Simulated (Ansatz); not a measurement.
# AlP (F-43m): zone-centre modes under pressure

Wanted: Grüneisen parameters and pressure coefficients of the modes of AlP (F-43m).

Main program and level: Ansatz 0.2.0; DFT LDA, scalar-relativistic, plane waves, PAW; PAW set soft_1.

The database entry behind the starting cell differs from later determinations by our own check (0.1 to 0.3 % short, probably kX units), so it need not match the best structure at ambient conditions.

### Step 1. Set-up

It takes space group F-43m (No. 216, cubic). Conventional cell: a = 5.451 Å, b = 5.451 Å, c = 5.451 Å, α = 90.00°, β = 90.00°, γ = 90.00°. Al has 4 P at 2.36 Å nearest. Nearest to P lie 4 Al at 2.36 Å. Farther neighbours are not listed.

### Step 2. Relaxation

Harmonic phonons are second derivatives at a point where the forces vanish, and they are wanted at zero stress, so atoms and cell are relaxed first.

The input, input.yaml:

```yaml
crystal:
  lattice:
    - [0.0, 2.7255, 2.7255]
    - [2.7255, 0.0, 2.7255]
    - [2.7255, 2.7255, 0.0]
  atoms:
    - { symbol: Al, position: [0.0, 0.0, 0.0] }
    - { symbol: P, position: [0.75, 0.75, 0.75] }
kpoints:
  mp_grid: { grid: [8, 8, 8] }
hamiltonian:
  xc: lda
  pseudopotentials: { kind: paw, azcp: { folder: soft_1 }, xc_functional: pbe }
scf:
  occupations: { method: gaussian, width: 0.02 }
output:
  forces: true
  stress: true
  eigenvalues: true
relax:
  adjacent_minimum: "off"
  f_tol: 0.005
  max_steps: 80
  cell: { stress_tol: 0.05 }
```

Launch:

```sh
$ ansatz run input.yaml --threads 4 --pin off --max-ram 10240MiB --backend cpu --events-out ev --progress --plain --runs-dir out
```

Numbers of over 12 decimals in the logs are rounded to 6 here.

What it wrote:

```text
Engine: ansatz 0.2.0, aarch64-unknown-linux-gnu
Pseudopotentials: kind: paw
Pseudopotential: Al, paw, valence charge 3, recommended cutoff 420 eV (normal), soft_1/Al.paw.azcp
Pseudopotential: P, paw, valence charge 5, recommended cutoff 420 eV (normal), soft_1/P.paw.azcp
Functional definition: SPW92
  exchange = slater_x
  correlation = pw_c
Crystal: 2 atoms, lattice volume = 40.492 Å³
Basis set: ecut = 420 eV, 749 PW (Γ)
Bands: 8, of which v1, the nominal top of the filled ones, is band 4 counted from 1 (3 counted from 0)
Symmetry: 24 space group operations
Space group: F-43m (ITA 216), of the structure as read, at distance tolerance 3.4e-5 Å
k-points: 29 of 512 (time reversal used)
Non-local potential: Al, projectors of the file, l = 0: 2, l = 1: 2, l = 2: 1
Non-local potential: P, projectors of the file, l = 0: 2, l = 1: 2, l = 2: 1
PAW form: soft (Blöchl's): semilocal exchange-correlation on the pseudo side does not see the compensation charge
PAW frozen core: Al, regenerated for the run's functional, and the local potential with it (the file was generated under x = pbe(κ = 0.804, μ = 0.219515), c = pbe(β = 0.066725))
PAW frozen core: P, regenerated for the run's functional, and the local potential with it (the file was generated under x = pbe(κ = 0.804, μ = 0.219515), c = pbe(β = 0.066725))
PAW one-centre angular grid: Al, 110 points (default); XC on 64 Gauss nodes
PAW one-centre angular grid: P, 110 points (default); XC on 64 Gauss nodes
Initial density: superposition of atomic densities (chi_scale 0.1, normalization cell, long waves kept (reshape's long-wave potential 0.00 eV rms))
Initial wavefunctions: pseudopotential atomic-orbital guess
Functional: x = slater, c = lda
SCF iter   1: F=—  HF=-1240.417990 eV  |F-HF|=—  |Δ(HF+E_count)|=         —  Δρ=4.47e-2  dr2=1.06e0  ethr=3.10e-3  ⟨swp⟩=6.4  Hψ=2305  notcnv=0
preconditioner: auto → none  [insulator: Δε(μ)=2.144 eV  Ē_g=10.197 eV  σ=0.020 eV  W_gap=1.00  n_scr=8 (ndim 8)  ℏωp=16.5 eV  f_vac=0.000  D(μ)=0.00/eV (n_scr^D=0)  ε∞_Penn≈3.6]
SCF iter   2: F=—  HF=-1240.071000 eV  |F-HF|=—  |Δ(HF+E_count)|=   3.47e-1  Δρ=1.79e-2  dr2=9.11e-2  ethr=3.10e-3  ⟨swp⟩=3.4  Hψ=750  notcnv=0
SCF iter   3: F=—  HF=-1240.042629 eV  |F-HF|=—  |Δ(HF+E_count)|=   2.84e-2  Δρ=5.96e-3  dr2=1.13e-2  ethr=1.14e-3  ⟨swp⟩=2.1  Hψ=348  notcnv=0
SCF iter   4: F=—  HF=-1240.039156 eV  |F-HF|=—  |Δ(HF+E_count)|=   3.47e-3  Δρ=5.13e-4  dr2=1.10e-4  ethr=1.41e-4  ⟨swp⟩=2.9  Hψ=388  notcnv=0
SCF iter   5: F=—  HF=-1240.039133 eV  |F-HF|=—  |Δ(HF+E_count)|=   2.36e-5  Δρ=4.45e-5  dr2=8.83e-7  ethr=1.37e-6  ⟨swp⟩=2.7  Hψ=355  notcnv=0
SCF iter   6: F=—  HF=-1240.039133 eV  |F-HF|=—  |Δ(HF+E_count)|=   2.49e-7  Δρ=1.56e-5  dr2=7.41e-8  ethr=1.25e-9  ⟨swp⟩=7.9  Hψ=1525  notcnv=0
SCF iter   7: F=-1240.039133 eV  HF=-1240.039133 eV  |F-HF|=3.72e-10  |Δ(HF+E_count)|=   2.34e-8  Δρ=1.45e-6  dr2=8.03e-10  ethr=9.27e-10  ⟨swp⟩=3.0  Hψ=860  notcnv=0
SCF 1 converged in 7 iterations: F = -1240.039133 eV  dr2 = 8.03e-10
  greatest PAW one-centre occupation: 0.770 electrons in one spin orbital (limit 2), on the P atom at site 1 (counted from 0), in its partial waves of l = 0
relax step   1: F+E_penalty+E_count = -1240.03913304 eV  Δ(F+E_penalty+E_count) = +0.000e0 eV  max|allowed force component| = 1.758e-16 eV/Å  Δτ_max = 0.0000 Å  P = -0.831 GPa  Ω = 40.492 Å³  (7 SCF iters, dr2 threshold 1.00e-7 eV, accepted)
Crystal: 2 atoms, lattice volume = 40.212 Å³
Initial density: handed on by an earlier stage of this run
Initial wavefunctions: those handed on with the density
iter 1 solved again at ethr=1.44e-6 eV; its pass at ethr=3.10e-3 eV (dr2=1.16e-4 eV) is discarded
SCF iter   1: F=—  HF=-1240.040131 eV  |F-HF|=—  |Δ(HF+E_count)|=         —  Δρ=4.18e-4  dr2=1.17e-4  ethr=1.44e-6  ⟨swp⟩=2.4  Hψ=2245  notcnv=0
preconditioner: auto → none  [insulator: Δε(μ)=1.431 eV  Ē_g=9.942 eV  σ=0.020 eV  W_gap=1.00  n_scr=8 (ndim 8)  ℏωp=16.6 eV  f_vac=0.000  D(μ)=0.00/eV (n_scr^D=0)  ε∞_Penn≈3.8]
SCF iter   2: F=—  HF=-1240.040087 eV  |F-HF|=—  |Δ(HF+E_count)|=   4.42e-5  Δρ=1.38e-4  dr2=8.42e-6  ethr=1.44e-6  ⟨swp⟩=2.3  Hψ=352  notcnv=0
SCF iter   3: F=—  HF=-1240.040083 eV  |F-HF|=—  |Δ(HF+E_count)|=   3.95e-6  Δρ=3.72e-5  dr2=6.96e-7  ethr=1.05e-7  ⟨swp⟩=2.0  Hψ=327  notcnv=0
SCF iter   4: F=-1240.040083 eV  HF=-1240.040083 eV  |F-HF|=9.11e-9  |Δ(HF+E_count)|=   3.10e-7  Δρ=7.74e-6  dr2=1.80e-8  ethr=2.50e-9  ⟨swp⟩=6.6  Hψ=1353  notcnv=0
SCF 2 converged in 4 iterations: F = -1240.040083 eV  dr2 = 1.80e-8
relax step   2: F+E_penalty+E_count = -1240.04008281 eV  Δ(F+E_penalty+E_count) = -9.498e-4 eV  max|allowed force component| = 4.395e-17 eV/Å  Δτ_max = 0.0000 Å  P = -0.220 GPa  Ω = 40.212 Å³  energy of the carried Pulay correction = +2.813e-5 eV  (4 SCF iters, dr2 threshold 2.00e-7 eV, accepted)
Crystal: 2 atoms, lattice volume = 40.112 Å³
iter 1 solved again at ethr=1.87e-7 eV; its pass at ethr=3.10e-3 eV (dr2=1.50e-5 eV) is discarded
SCF iter   1: F=—  HF=-1240.040167 eV  |F-HF|=—  |Δ(HF+E_count)|=         —  Δρ=1.51e-4  dr2=1.51e-5  ethr=1.87e-7  ⟨swp⟩=2.4  Hψ=2207  notcnv=0
preconditioner: auto → none  [insulator: Δε(μ)=1.421 eV  Ē_g=9.952 eV  σ=0.020 eV  W_gap=1.00  n_scr=8 (ndim 8)  ℏωp=16.6 eV  f_vac=0.000  D(μ)=0.00/eV (n_scr^D=0)  ε∞_Penn≈3.8]
SCF iter   2: F=—  HF=-1240.040161 eV  |F-HF|=—  |Δ(HF+E_count)|=   5.72e-6  Δρ=5.14e-5  dr2=1.13e-6  ethr=1.87e-7  ⟨swp⟩=2.2  Hψ=349  notcnv=0
SCF iter   3: F=-1240.040160 eV  HF=-1240.040160 eV  |F-HF|=5.95e-8  |Δ(HF+E_count)|=   5.35e-7  Δρ=1.40e-5  dr2=9.73e-8  ethr=1.51e-9  ⟨swp⟩=6.9  Hψ=1404  notcnv=0
SCF 3 converged in 3 iterations: F = -1240.040160 eV  dr2 = 9.73e-8
relax step   3: F+E_penalty+E_count = -1240.04016041 eV  Δ(F+E_penalty+E_count) = -7.760e-5 eV  max|allowed force component| = 6.476e-17 eV/Å  Δτ_max = 0.0000 Å  P = +0.003 GPa  Ω = 40.112 Å³  energy of the carried Pulay correction = +3.821e-5 eV  (3 SCF iters, dr2 threshold 1.21e-7 eV, accepted)
Initial wavefunctions: pseudopotential atomic-orbital guess (no wavefunctions were taken with the density)
iter 1 solved again at ethr=4.15e-7 eV; its pass at ethr=3.10e-3 eV (dr2=3.32e-5 eV) is discarded
SCF iter   1: F=—  HF=-1240.040119 eV  |F-HF|=—  |Δ(HF+E_count)|=         —  Δρ=1.46e-5  dr2=9.30e-8  ethr=4.15e-7  ⟨swp⟩=3.3  Hψ=3086  notcnv=0
preconditioner: auto → none  [insulator: Δε(μ)=1.419 eV  Ē_g=9.951 eV  σ=0.020 eV  W_gap=1.00  n_scr=8 (ndim 8)  ℏωp=16.6 eV  f_vac=0.000  D(μ)=0.00/eV (n_scr^D=0)  ε∞_Penn≈3.8]
SCF iter   2: F=—  HF=-1240.040120 eV  |F-HF|=—  |Δ(HF+E_count)|=   3.83e-7  Δρ=7.60e-6  dr2=1.61e-8  ethr=1.16e-9  ⟨swp⟩=2.7  Hψ=361  notcnv=0
SCF iter   3: F=—  HF=-1240.040120 eV  |F-HF|=—  |Δ(HF+E_count)|=   5.49e-9  Δρ=1.77e-6  dr2=2.02e-9  ethr=2.01e-10  ⟨swp⟩=2.2  Hψ=321  notcnv=0
SCF iter   4: F=—  HF=-1240.040120 eV  |F-HF|=—  |Δ(HF+E_count)|=  6.76e-10  Δρ=2.97e-7  dr2=2.20e-11  ethr=2.53e-11  ⟨swp⟩=2.6  Hψ=341  notcnv=0
SCF iter   5: F=-1240.040120 eV  HF=-1240.040120 eV  |F-HF|=0.00e0  |Δ(HF+E_count)|=  3.18e-12  Δρ=3.69e-8  dr2=5.55e-13  ethr=1.00e-12  ⟨swp⟩=6.8  Hψ=1214  notcnv=0
SCF 4 converged in 5 iterations: F = -1240.040120 eV  dr2 = 5.55e-13
relax step   4: F+E_penalty+E_count = -1240.04011971 eV  Δ(F+E_penalty+E_count) = +4.070e-5 eV  max|allowed force component| = 6.245e-17 eV/Å  Δτ_max = 0.0000 Å  P = +0.001 GPa  Ω = 40.112 Å³  stress off target by 1.42e-3 GPa  SCF on the basis re-selected at this cell (its energy is not comparable with the rows above)  (5 SCF iters)
basis re-selected at this cell: Δ(F+E_penalty+E_count) = +4.070e-5 eV, ΔP = -0.001 GPa vs the last step (what re-selecting the basis moved, of the pressure what is left beyond the Pulay correction that the steps carried, after the strain that the cell walked since its last selection, with what the two solves' SCF thresholds leave and, on support functions, any second-order correction that the steps lacked; it is no m [...]
SCF converged after 5 iterations
Free energy (F): -1240.040120 eV
Harris-Foulkes:  -1240.040120 eV  (|F-HF|=0.00e0)
Internal energy: -1240.040120 eV  (E = F + TS)
E sigma→0 (E₀):  -1240.040120 eV
Fermi energy:    5.702129 eV
--- Per-component energies (eV) ---
  E_band       = 3.987774
  E_kinetic    = 92.577054
  E_local      = -78.920864  (includes V_loc(G=0)·N_el)
  E_nonlocal   = 44.634650
  E_hartree    = 24.620898
  E_xc         = -110.043375
  E_vxc        = -91.315280  (∫ρ·V_xc dr)
  E_paw        = -974.659608  (= ΣΔE_a)
  E_vpaw       = -12.229575  (= ΣTr[D̂ρ^β])
  E_aug_tail   = -0.000004  (compensation charges beyond the density's cutoff)
  E_ewald      = -238.421940
  E_core_change = 0.173068  (= ΣΔE_core)
  E_smearing   = -0.000000  (= −TS)
  E_closure    = 0.000000  (closes the sum)
  Σ components = -1240.040120   (vs F -1240.040120, Δ=0.00e0)
--- Forces (eV/Å), atoms counted from 1 ---
  atom   1  Al     0.00000000     0.00000000     0.00000000
  atom   2  P      0.00000000    -0.00000000    -0.00000000
  max |Σ_I F_I| component: 1.85e-17 eV/Å
--- Stress (GPa, compression-positive) ---
        0.001417       0.000000       0.000000
        0.000000       0.001417       0.000000
       -0.000000       0.000000       0.001417
  P = ⅓ Tr σ = 0.0014 GPa (0.014 kbar)
--- Band table (eV; the first three rows and the last of 29) ---
  k-point 0: bands = ["-6.5965", "4.9928", "4.9928", "4.9928", "8.2183", "9.4871", "9.4871", "9.4871"]
  k-point 1: bands = ["-6.4206", "3.7409", "4.8414", "4.8414", "8.6304", "9.7737", "9.7737", "10.0205"]
  k-point 2: bands = ["-5.9244", "1.7580", "4.5426", "4.5426", "8.2298", "10.0750", "10.0750", "11.8605"]
  k-point 28: bands = ["-4.1317", "-0.0005", "1.7305", "2.0980", "9.2124", "10.9025", "11.0096", "11.2927"]
--- Relaxed structure (3 steps of the walk, 3 accepted, 1 SCFs on fresh bases) ---
  F+E_penalty+E_count = -1240.04011971 eV   max|allowed force component| = 6.245e-17 eV/Å   (the final SCF, on the basis selected at the relaxed cell)
  cell:  # Å, volume = 40.1120 Å³
    - [0, 2.716949, 2.716949]
    - [2.716949, 0, 2.716949]
    - [2.716949, 2.716949, 0]
  atoms:
    - { symbol: Al, position: [0, 0, 0] }
    - { symbol: P, position: [0.750000, 0.750000, 0.750000] }
```

It took 3.2 s on 4 threads of Arm Neoverse N1, shared host; peak memory 0.29 GiB; 11 s of CPU time.

The steps of the relaxation:

```csv
step,energy less that of the first step (eV),largest force component (eV/Å),pressure (GPa),volume (Å³)
1,0.0000,0.0000,-0.83,40.49
2,-0.0010,0.0000,-0.22,40.21
3,-0.0010,0.0000,0.00,40.11
4*,-0.0010,0.0000,0.00,40.11
```

Relaxation steps marked * repeat the geometry before them on a plane-wave basis chosen anew for their cell, so energy and pressure can jump there.

The run keeps the 24 symmetry operations that it works with, so distortions that break them were not tested.

```csv
"conventional cell, symmetrised",before,after,change
a (Å),5.451,5.434,-0.3 %
b (Å),5.451,5.434,-0.3 %
c (Å),5.451,5.434,-0.3 %
volume (Å³/atom),20.25,20.06,-0.9 %
```

The relaxed structure:

```xyz
2
Lattice="0.0000 2.7169 2.7169 2.7169 0.0000 2.7169 2.7169 2.7169 0.0000" Properties=species:S:1:pos:R:3 pbc="T T T"
Al    0.0000    0.0000    0.0000
P     4.0754    4.0754    4.0754
```

This step gave:

```yaml
pressure: 0.001417 GPa
gap_on_the_k_mesh: 1.419 eV
volume_per_atom: 20.06 Å³
```

In this step the volume went from 20.25 to 20.06 Å³/atom.

### Step 3. Tight relaxation

A first tight relaxation and response on 8×8×8 k points, not shown, drew a warning on the mesh, so the tight relaxation is repeated on 12×12×12 points.

The input, input.yaml:

```yaml
crystal:
  lattice:
    - [0.0, 2.7169490149, 2.7169490149]
    - [2.7169490149, 0.0, 2.7169490149]
    - [2.7169490149, 2.7169490149, 0.0]
  atoms:
    - { symbol: Al, position: [0.0, 0.0, 0.0] }
    - { symbol: P, position: [0.75, 0.75, 0.75] }
kpoints:
  mp_grid: { grid: [12, 12, 12] }
hamiltonian:
  xc: lda
  pseudopotentials: { kind: paw, azcp: { folder: soft_1 }, xc_functional: pbe }
scf:
  occupations: { method: fixed }
output:
  forces: true
  stress: true
  eigenvalues: true
  write_density: true
  write_potential: true
  elf: true
  volumetric_format: npy
relax:
  adjacent_minimum: "off"
  f_tol: 0.001
  max_steps: 60
  cell: { stress_tol: 0.01 }
```

What it wrote:

```text
[...]
Crystal: 2 atoms, lattice volume = 40.112 Å³
Basis set: ecut = 420 eV, 749 PW (Γ)
Bands: 8, of which v1, the nominal top of the filled ones, is band 4 counted from 1 (3 counted from 0)
Symmetry: 24 space group operations
[...]
k-points: 72 of 1728 (time reversal used)
[...]
P = ⅓ Tr σ = -0.0036 GPa (-0.036 kbar)
--- Band table (eV; the first three rows and the last of 72) ---
[...]
--- Relaxed structure (1 steps of the walk, 1 accepted, 1 SCFs on fresh bases) ---
[...]
cell:  # Å, volume = 40.1120 Å³
    - [0.0, 2.7169490149, 2.7169490149]
    - [2.7169490149, 0.0, 2.7169490149]
    - [2.7169490149, 2.7169490149, 0.0]
  atoms:
    - { symbol: Al, position: [0.0, 0.0, 0.0] }
    - { symbol: P, position: [0.750000, 0.750000, 0.750000] }
[key lines of the parts left out:]
SCF converged after 5 iterations
Free energy (F): -1240.041252 eV
Fermi energy:    4.991891 eV
```

It took 3.8 s on 4 threads; peak memory 0.32 GiB; 13 s of CPU time.

Little changed from the start: no atom moved by 0.005 Å and no cell edge by 0.1 %.

Numbers from this step:

```
pressure : -0.003553 GPa
```

Valence density in the ac plane of a cell with a along [110], b along [-110] and c along [001] of the cube at fractional y = 0.000, with atoms of Al and P within 0.2 Å of it. It is the smooth field of the valence electrons, not physical close to the nuclei.

Values in e/Å³, 8 rows by 16 columns, each cell a mean:
```
0.10 0.13 0.12 0.09 0.08 0.11 0.14 0.11 0.10 0.13 0.12 0.09 0.08 0.11 0.14 0.11
0.15 0.11 0.06 0.03 0.03 0.04 0.09 0.14 0.15 0.11 0.06 0.03 0.03 0.04 0.09 0.14
0.06 0.05 0.04 0.03 0.03 0.03 0.05 0.06 0.06 0.05 0.04 0.03 0.03 0.03 0.05 0.06
0.03 0.04 0.06 0.10 0.11 0.08 0.04 0.03 0.03 0.04 0.06 0.10 0.11 0.08 0.04 0.03
0.04 0.08 0.23 0.44 0.48 0.30 0.12 0.05 0.04 0.08 0.23 0.44 0.48 0.30 0.12 0.05
0.10 0.22 0.53 0.47 0.36 0.59 0.31 0.12 0.10 0.22 0.53 0.47 0.36 0.59 0.31 0.12
0.19 0.36 0.67 0.63 0.53 0.73 0.46 0.23 0.19 0.36 0.67 0.63 0.53 0.73 0.46 0.23
0.09 0.24 0.35 0.38 0.38 0.37 0.29 0.12 0.09 0.24 0.35 0.38 0.38 0.37 0.29 0.12
```
Columns run along a (7.7 Å), rows up along c (5.4 Å), edges of the conventional cell, whose origin can differ from the input's. Atoms in or near the plane, at fractional coordinates: Al at (0.50, 0.00), Al at (0.00, 0.00), P at (0.75, 0.25), P at (0.25, 0.25).

Electrostatic potential energy in the ac plane of a cell with a along [110], b along [-110] and c along [001] of the cube at fractional y = 0.000, with atoms of Al and P within 0.2 Å of it. With pseudopotentials it is smooth inside the atoms' cores, unlike the true potential.

Ten even steps from '_' (-43 eV) to '@' (10 eV), each cell a mean:
```
@@****%%@@@@@@%%**##@@%%**##@@@@@@@@##**%%
****%%@@@@@@@@@@##******##%%@@@@@@@@%%##**
%%%%@@@@@@@@@@@@@@%%%%%%%%@@@@@@@@@@@@%%%%
@@@@@@@@@@@@@@@@@@@@@@@@@@@@@@@@@@@@@@@@@@
@@@@@@@@@@@@@@@@@@@@@@@@@@@@@@@@@@@@@@@@@@
@@@@@@@@@@@@@@@@@@@@@@@@@@@@@@@@@@@@@@@@@@
@@@@@@@@@@@@@@@@@@@@@@@@@@@@@@@@@@@@@@@@@@
@@@@@@@@%%%%%%@@@@@@@@@@@@@@@@%%%%@@@@@@@@
@@@@@@##==--++##@@@@@@@@@@%%**----**%%@@@@
@@@@%%++______++%%@@@@@@@@##::____::##@@@@
@@@@%%==______==%%@@@@@@%%**..____..##%%@@
**##%%**::__::**%%##**##%%##==....==##%%##
##**##%%##**##%%##**##****%%##****##%%****
@@##**%%@@@@@@%%**##@@@@**##@@@@@@@@##**@@
```
Columns run along a (7.7 Å; values clipped at the 3rd and 97th percentile), rows up along c (5.4 Å), edges of the conventional cell, whose origin can differ from the input's. Atoms in or near the plane, at fractional coordinates: Al at (0.50, 0.00), Al at (0.00, 0.00), P at (0.75, 0.25), P at (0.25, 0.25).

ELF in the ac plane of a cell with a along [110], b along [-110] and c along [001] of the cube at fractional y = 0.000, with atoms of Al and P within 0.2 Å of it. It is the smooth field of the valence electrons, not physical close to the nuclei.

Ten even steps from '0' (0.02) to '9' (0.92), each cell a mean:
```
002443442000134334310
122110112211221001221
332000002333210000123
211000001122100000012
000000000000000000000
000011100000000110000
000245420000013553100
002578752000146886410
025777775201367777631
147731377412675115762
369820289635895006984
389973799835999459995
169998999513899889982
317877786131488778841
```
Columns run along a (7.7 Å), rows up along c (5.4 Å), edges of the conventional cell, whose origin can differ from the input's. Atoms in or near the plane, at fractional coordinates: Al at (0.50, 0.00), Al at (0.00, 0.00), P at (0.75, 0.25), P at (0.25, 0.25).

The forces vanish by symmetry and the pressure is -0.004 GPa, within the tolerances set. The cell now holds 20.06 Å³/atom.

(Continued in part 2 of 3.)

[Logs are printed without paths, hosts, clocks, repeated set-up lines and the standing remarks that a program may print on its own settings, such as how far it seeks lower states.]

[Hosts, paths, dates, database ids (printed as entryN), source tags and the programs' standing remarks are cut or masked in the printed files.]
